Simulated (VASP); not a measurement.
# C (I4_1/amd) in VASP: notebook

Aim: see how the results for C move with the level of theory and the settings. Levels: PBE, r2SCAN. Tasks: single point.

Program: VASP 6.6.1. These are calculated values, not measurements. Logs are shortened: lines on timing, memory, paths and dates and some standing lists are left out, and cuts for length are marked.

### Step 1. The cell of the first run

Symmetry: I4_1/amd, No. 141, tetragonal system. Conventional cell: a = 2.517 Å, b = 2.517 Å, c = 3.422 Å, α = 90.00°, β = 90.00°, γ = 90.00°. C (site symmetry -4m2) has 4 C at 1.52 Å as nearest neighbours.

The cell was built by a generator and needn't be a form met in nature.

### Step 2. Single point, PBE (uniaxial_z strain -3.9%)

INCAR

```
ALGO = Fast ; EDIFF = 1E-7
ENCUT = 520 ; GGA = PE
ISIF = 2 ; ISMEAR = -1
LASPH = T ; LCHARG = F
LREAL = F ; LWAVE = F
NBANDS = 11 ; NELM = 100
PREC = Accurate ; SIGMA = 0.02
```

KPOINTS

```
k-points
0
Gamma
  12 12 12
```

POSCAR

```
C
1.0
    0.0000000000      1.7801241411      1.7112333368
    1.7801241411      0.0000000000      1.7112333368
    1.7801241411      1.7801241411      0.0000000000
C
2
Direct
    0.0000000000      0.0000000000      0.0000000000
    0.2500000000      0.2500000000      0.2500000000
```

Potentials or basis: VASP PAW PBE potentials, release 64 (C).

The run is started by

```
cat potpaw_PBE.64/C/POTCAR > POTCAR
mpirun -np 1 vasp_std > vasp.out
```

OUTCAR:

```text
EDIFF = 1E-7
   ENCUT = 520
   GGA = PE
   ISIF = 2
   ISMEAR = -1
   LASPH = T
   LREAL = F
   NELM = 100
   PREC = Accurate

 ion  position               nearest neighbor table
   1  0.000  0.000  0.000-   2 1.52   2 1.52   2 1.52   2 1.52
   2  0.250  0.250  0.250-   1 1.52   1 1.52   1 1.52   1 1.52

  LATTYP: Found a body centered tetragonal cell.
 ALAT       =     2.5174757031
 C/A-ratio  =     1.3594834975

  Lattice vectors:

 A1 = (   0.0000000000,  -1.7801241411,  -1.7112333368)
 A2 = (   0.0000000000,   1.7801241411,  -1.7112333368)
 A3 = (   1.7801241411,   0.0000000000,   1.7112333368)

Analysis of symmetry for initial positions (statically):
=====================================================================
 Subroutine PRICEL returns:
 Original cell was already a primitive cell.

 Routine SETGRP: Setting up the symmetry group for a
 body centered tetragonal supercell.

 Subroutine GETGRP returns: Found 16 space group operations
 (whereof  8 operations were pure point group operations)
 out of a pool of 16 trial point group operations.

The static configuration has the point symmetry D_2d.
 The point group associated with its full space group is D_4h.

Analysis of symmetry for dynamics (positions and initial velocities):
=====================================================================
 Subroutine PRICEL returns:
 Original cell was already a primitive cell.

 Routine SETGRP: Setting up the symmetry group for a
 body centered tetragonal supercell.

 Subroutine GETGRP returns: Found 16 space group operations
 (whereof  8 operations were pure point group operations)
 out of a pool of 16 trial point group operations.

The dynamic configuration has the point symmetry D_2d.
 The point group associated with its full space group is D_4h.

 Subroutine INISYM returns: Found 16 space group operations
 (whereof  8 operations are pure point group operations),
 and found     1 'primitive' translations

----------------------------------------------------------------------------------------

                                     Primitive cell

  volume of cell :      10.8453

  direct lattice vectors                    reciprocal lattice vectors
     0.000000000  1.780124141  1.711233337    -0.280879287  0.280879287  0.292186921
     1.780124141  0.000000000  1.711233337     0.280879287 -0.280879287  0.292186921
     1.780124141  1.780124141  0.000000000     0.280879287  0.280879287 -0.292186921

  length of vectors
     2.469243101  2.469243101  2.517475703     0.493112102  0.493112102  0.493112102

  position of ions in fractional coordinates (direct lattice)
     0.000000000  0.000000000  0.000000000
     0.250000000  0.250000000  0.250000000

  ion indices of the primitive-cell ions
   primitive index   ion index
                 1           1
                 2           2

----------------------------------------------------------------------------------------

 KPOINTS: k-points

Automatic generation of k-mesh.
 Grid dimensions read from file:
 generate k-points for:   12   12   12

 Generating k-lattice:

  Cartesian coordinates                     Fractional coordinates (reciprocal lattice)
    -0.023406607  0.023406607  0.024348910     0.083333333  0.000000000  0.000000000
     0.023406607 -0.023406607  0.024348910     0.000000000  0.083333333  0.000000000
     0.023406607  0.023406607 -0.024348910     0.000000000  0.000000000  0.083333333

  Length of vectors
     0.041092675  0.041092675  0.041092675

  Shift w.r.t. Gamma in fractional coordinates (k-lattice)
     0.000000000  0.000000000  0.000000000

 Subroutine IBZKPT returns following result:
 ===========================================

 Found    163 irreducible k-points:

 Following reciprocal coordinates:
            Coordinates               Weight
  0.000000  0.000000  0.000000      1.000000
  0.083333 -0.000000  0.000000      8.000000
  0.166667  0.000000  0.000000      8.000000
  0.250000 -0.000000  0.000000      8.000000
  0.333333 -0.000000  0.000000      8.000000
  0.416667 -0.000000  0.000000      8.000000
[... 16 lines left out ...]
  0.500000  0.166667  0.000000      8.000000
 -0.416667  0.166667  0.000000      8.000000
 [... further k-points ...]
   k-points           NKPTS =    163   k-points in BZ     NKDIM =    163   number of bands    NBANDS=     11
   number of dos      NEDOS =    301   number of ions     NIONS =      2
   total plane-waves  NPLWV =   6480
   dimension x,y,z NGX =    18 NGY =   18 NGZ =   20
   dimension x,y,z NGXF=    36 NGYF=   36 NGZF=   40
   ions per type =               2
   NGX,Y,Z   is equivalent  to a cutoff of  12.12, 12.12, 13.21 a.u.
   NGXF,Y,Z  is equivalent  to a cutoff of  24.24, 24.24, 26.41 a.u.
 SYSTEM =  unknown system
   PREC   = accura    normal or accurate (medium, high low for compatibility)
   ISTART =      0    job   : 0-new  1-cont  2-samecut
   ICHARG =      2    charge: 1-file 2-atom 10-const
   ISPIN  =      1    spin polarized calculation?
   LNONCOLLINEAR =      F non collinear calculations
   LSORBIT =      F    spin-orbit coupling
   LASPH  =      T    aspherical Exc in radial PAW
   ENCUT  =  520.0 eV  38.22 Ry    6.18 a.u.   4.59  4.59  4.68*2*pi/ulx,y,z
   NELM   =    100;   NELMIN=  2; NELMDL= -5     # of ELM steps
   EDIFF  = 0.1E-06   stopping-criterion for ELM
   LREAL  =      F    real-space projection
   EDIFFG = 0.1E-05   stopping-criterion for IOM
   NSW    =      0    number of steps for IOM
   IBRION =     -1    ionic relax: 0-MD 1-quasi-New 2-CG
   NFREE  =      0    steps in history (QN), initial steepest desc. (CG)
   ISIF   =      2    stress and relaxation
   ISYM   =      2    0-nonsym 1-usesym 2-fastsym
   POTIM  = 0.5000    time-step for ionic-motion
   TEBEG  =    0.0;   TEEND  =   0.0 temperature during run
   PSTRESS=    0.0 pullay stress
   NELECT =       8.0000    total number of electrons
   NUPDOWN=      -1.0000    fix difference up-down
   EMIN   =  10.00;   EMAX   =-10.00  energy-range for DOS
   EFERMI =   0.00;   METHOD = LEGACY
   ISMEAR =    -1;   SIGMA  =   0.02  broadening in eV -4-tet -1-fermi 0-gaus
   EFERMI_NEDOS =   21; number of points for ismear=-14 and -15
   IALGO  =     68    algorithm
   IMIX   =      4    mixing-type and parameters
     AMIX     =   0.40;   BMIX     =  1.00
     AMIX_MAG =   1.60;   BMIX_MAG =  1.00
  volume/ion in A,a.u.               =       5.42        36.59
  Fermi-wavevector in a.u.,A,eV,Ry     =   1.479193  2.795270 29.769716  2.188012
  Thomas-Fermi vector in A             =   2.593381
   LORBIT       =      0    0 simple, 1 ext, 2 COOP (PROOUT), +10 PAW based schemes
   GGA     = PE    functional components
   LHFCALC =     F    Hartree Fock is set to
   AEXX    =    0.0000 exact exchange contribution
   IVDW    =     0    specifies the selected vdW correction
   LEPSILON=     F    determine dielectric tensor
   LRPA    =     F    only Hartree local field effects (RPA)
 non-spin polarized calculation
 RMM-DIIS sequential band-by-band and
  energy-cutoff  :      520.00
  volume of cell :       10.85
 maximum number of plane-waves:       303
   NGX =  9   NGY =  9   NGZ =  9

 number of electron       8.0000000 magnetization

 Free energy of the ion-electron system (eV)
  ---------------------------------------------------
  ext. energy  EPLUGINS =         0.00000000
  ---------------------------------------------------
  free energy    TOTEN  =       -18.11105352 eV

  energy without entropy =      -18.11105352  energy(sigma->0) =      -18.11105352

 E-fermi :  11.1839     XC(G=0): -13.4800

 val. band max:       10.7850244464   @ k =   0.0000   0.0000   0.0000
 cond. band min:      14.0281461401   @ k =   0.3333   0.3333   0.0000
 fundamental gap:      3.2431216937
 Fermi energy:        11.1838645462

 k-point     1 :       0.0000    0.0000    0.0000
  band No.  band energies     occupation
      1     -11.6976      2.00000
      2      10.1974      2.00000
      3      10.1974      2.00000
      4      10.7850      2.00000
      5      15.7900      0.00000
      6      16.2896      0.00000
      7      16.2896      0.00000
      8      24.7483      0.00000
      9      30.2896      0.00000
     10      36.3773      0.00000
     11      37.7229      0.00000

 k-point     2 :       0.0833   -0.0000    0.0000
  band No.  band energies     occupation
      1     -11.4990      2.00000
      2       9.0785      2.00000
      3       9.8485      2.00000
      4      10.3078      2.00000
      5      16.2705      0.00000
      6      16.7200      0.00000
      7      17.0251      0.00000
      8      24.8805      0.00000
      9      30.6142      0.00000
     10      34.4518      0.00000
     11      35.5456      0.00000

 k-point     3 :       0.1667    0.0000    0.0000
  band No.  band energies     occupation
      1     -10.9058      2.00000
      2       6.5066      2.00000
      3       9.0853      2.00000
      4       9.5699      2.00000
      5      17.2131      0.00000
      6      17.6304      0.00000
      7      18.2677      0.00000
      8      25.2544      0.00000
      9      31.2703      0.00000
     10      33.0163      0.00000
     11      33.9041      0.00000
[... 267 lines left out ...]
 k-point    23 :       0.5000    0.1667    0.0000
  band No.  band energies     occupation
      1      -5.5896      2.00000
      2      -2.1392      2.00000
      3       5.6926      2.00000
      4       5.8823      2.00000
      5      17.1647      0.00000
      6      21.3108      0.00000
      7      22.5251      0.00000
      8      24.6342      0.00000
      9      31.2953      0.00000
     10      35.3439      0.00000
     11      37.6628      0.00000

 k-point    24 :      -0.4167    0.1667    0.0000
  band No.  band energies     occupation
      1      -5.3210      2.00000
      2      -2.4634      2.00000
      3       5.1583      2.00000
      4       6.2621      2.00000
      5      17.5694      0.00000
      6      20.8425      0.00000
      7      22.5509      0.00000
      8      26.1664      0.00000
      9      30.2342      0.00000
     10      35.0728      0.00000
     11      35.8599      0.00000

 [... further k-points ...]

------------------------ aborting loop because EDIFF is reached ----------------------------------------

  FORCE on cell =-STRESS in cart. coord.  units (eV):
  Direction    XX          YY          ZZ          XY          YZ          ZX
  --------------------------------------------------------------------------------------
  -------------------------------------------------------------------------------------
  Total        0.7996313      0.7996313      3.2966222      0.0000000      0.0000000      0.0000000
  in kB      118.1300941    118.1300941    487.0123268      0.0000000      0.0000000      0.0000000
  external PRESSURE =     241.0908383 kB  Pullay stress =       0.0000000 kB

 VOLUME and BASIS-vectors are now :
 -----------------------------------------------------------------------------
  energy-cutoff  :      520.00
  volume of cell :       10.85
      direct lattice vectors                 reciprocal lattice vectors
     0.000000000  1.780124141  1.711233337    -0.280879287  0.280879287  0.292186921
     1.780124141  0.000000000  1.711233337     0.280879287 -0.280879287  0.292186921
     1.780124141  1.780124141  0.000000000     0.280879287  0.280879287 -0.292186921

 POSITION                                       TOTAL-FORCE (eV/Angst)
 -----------------------------------------------------------------------------------
      0.00000      0.00000      0.00000         0.000000      0.000000      0.000000
      0.89006      0.89006      0.85562         0.000000      0.000000     -0.000000
 -----------------------------------------------------------------------------------
    total drift:                               -0.000000     -0.000000     -0.000000

  FREE ENERGIE OF THE ION-ELECTRON SYSTEM (eV)
  ---------------------------------------------------
  free  energy   TOTEN  =       -18.1110535198 eV

  energy  without entropy=      -18.1110535198  energy(sigma->0) =      -18.11105352
```

Wall time 15 s (1 thread of Intel Xeon Platinum 8488C (Sapphire Rapids), shared host); peak memory 0.12 GiB.

Results:

- Free energy: -18.1111 eV
- Pressure: 24.1 GPa
- Band gap on the k mesh: 3.24 eV, indirect (least direct gap 5.00 eV)

Caveat: so large a pressure means that the cell lies far from this level's equilibrium, or that cutoff or potentials fall short.

### Step 3. Single point, r2SCAN (shear_111 strain -4.8%)

POSCAR

```
C
1.0
   -0.0573199973      1.7228041438      1.7228041438
    1.7228041438     -0.0573199973      1.7228041438
    1.7228041438      1.7228041438     -0.0573199973
C
2
Direct
   -0.0007816112     -0.0007816112     -0.0007816112
    0.2507816112      0.2507816112      0.2507816112
```

INCAR.step1

```
SYSTEM = C
ALGO     = Normal         ! electronic algorithm
EDIFF    = 1E-4           ! SCF threshold, eV
ENCUT    = 520            ! plane-wave cutoff, eV
GGA      = PE             ! functional
ISMEAR   = 0              ! smearing method
LASPH    = .True.         ! aspherical terms in the spheres
LCHARG   = .False.        ! write CHGCAR
LREAL    = .False.        ! projectors in reciprocal space
LWAVE    = .True.         ! write WAVECAR
NBANDS   = 11             ! bands
NELM     = 100            ! most SCF steps
PREC     = Accurate       ! precision mode
SIGMA    = 0.01           ! smearing width, eV
```

INCAR.step2

```
SYSTEM = C
ALGO     = Normal         ! electronic algorithm
EDIFF    = 1E-6           ! SCF threshold, eV
ENCUT    = 520            ! plane-wave cutoff, eV
ISIF     = 2              ! what is computed and relaxed
ISMEAR   = 0              ! smearing method
ISTART   = 1            
LASPH    = .True.         ! aspherical terms in the spheres
LCHARG   = .True.         ! write CHGCAR
LELF     = .True.         ! ELF
LMIXTAU  = .True.       
LREAL    = .False.        ! projectors in reciprocal space
LVHAR    = .True.       
LWAVE    = .False.        ! write WAVECAR
METAGGA  = R2SCAN         ! meta-GGA
NBANDS   = 11             ! bands
NELM     = 100            ! most SCF steps
PREC     = Accurate       ! precision mode
SIGMA    = 0.01           ! smearing width, eV
```

KPOINTS

```
k-points
0
Gamma
  12 12 12
  0 0 0
```

Potentials or basis: VASP PAW PBE potentials, release 64 (C).

The run is started by

```
cat potpaw_PBE.64/C/POTCAR > POTCAR
cp INCAR.step1 INCAR
mpirun -np 1 vasp_std > vasp.out
cp INCAR.step2 INCAR
mpirun -np 1 vasp_std > vasp.out
```

It took 59 s on 1 thread of Intel Xeon Platinum 8488C (Sapphire Rapids), shared host; peak memory 0.12 GiB.

The run converged. Its results:

```
Free energy            : -19.5394 eV
Pressure               : 27.0 GPa
Largest force          : 0.024 eV/Å
Band gap on the k mesh : 4.19 eV, indirect (least direct gap 5.42 eV)
```

Forces in eV/Å, atoms in the order of the input:
```
C   -0.014 -0.014 -0.014
C    0.014  0.014  0.014
```

Stress tensor (GPa, compression positive):
```
26.96 21.96 21.96
21.96 26.96 21.96
21.96 21.96 26.96
```

Levels at points of the mesh, in eV from the valence-band top:
| k point | band 1 | band 2 | band 3 | band 4 | band 5 | band 6 | band 7 | band 8 |
| --- | --- | --- | --- | --- | --- | --- | --- | --- |
| (0.00, 0.00, 0.00) | -23.60 | -0.19 | -0.19 | 0.00 | 5.42 | 5.42 | 6.62 | 15.28 |
| (0.50, 0.00, 0.00) | -17.56 | -14.81 | -3.07 | -3.05 | 8.70 | 9.13 | 10.64 | 17.21 |
| (0.50, 0.50, 0.00) | -14.30 | -13.93 | -7.52 | -6.70 | 4.28 | 5.77 | 18.32 | 18.70 |
| (0.50, 0.50, 0.50) | -16.56 | -14.79 | -3.75 | -3.75 | 8.56 | 8.62 | 8.62 | 16.71 |

Caveat: so large a pressure means that the cell lies far from this level's equilibrium, or that cutoff or potentials fall short; the potentials were made for another functional, which shifts forces and pressure.
